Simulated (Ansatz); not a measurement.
# PbS: the cost of one run

Computed with Ansatz 0.2.0 (DFT HSE06, scalar-relativistic, plane waves, PAW, and further levels as typed in the inputs, unless a step's input says otherwise).

### 1 The structure to begin with

It takes space group Fm-3m (No. 225, cubic). Conventional cell: a = 5.950 Å, b = 5.950 Å, c = 5.950 Å, α = 90.00°, β = 90.00°, γ = 90.00°. Pb (site symmetry m-3m) has 6 S at 2.98 Å as nearest neighbours. S (site symmetry m-3m) has 6 Pb at 2.98 Å as nearest neighbours.

Structure file:

```xyz
2
Lattice="0.0000 2.9750 2.9750 2.9750 0.0000 2.9750 2.9750 2.9750 0.0000" Properties=species:S:1:pos:R:3 pbc="T T T"
Pb    0.0000    0.0000    0.0000
S     2.9750    2.9750    2.9750
```

### 2 Relaxing cell and atoms: PbS, no spin

Contents of input.yaml:

```yaml
crystal:
  lattice:
    - [0.0, 2.975, 2.975]
    - [2.975, 0.0, 2.975]
    - [2.975, 2.975, 0.0]
  atoms:
    - { symbol: Pb, position: [0.0, 0.0, 0.0] }
    - { symbol: S, position: [0.5, 0.5, 0.5] }
scf:
  occupations: { method: gaussian, width: 0.01 }
output:
  forces: true
  stress: true
  eigenvalues: true
  write_density: true
  write_potential: true
  elf: true
  volumetric_format: npy
hamiltonian:
  xc: hse06
relax:
  f_tol: 0.005
  max_steps: 60
  cell: { stress_tol: 0.03 }
kpoints:
  mp_grid: { grid: [6, 6, 6] }
```

Launch:

```
$ ansatz run input.yaml --threads 8 --pin off --max-ram 24576MiB --backend cpu --events-out ev --progress --plain --runs-dir out
```

**Question.** How long does this run take on 8 threads of AMD EPYC 7R43 (Zen 3), shared host, and how much memory does it need?

About 26 s, with a peak of 1.6 GiB.
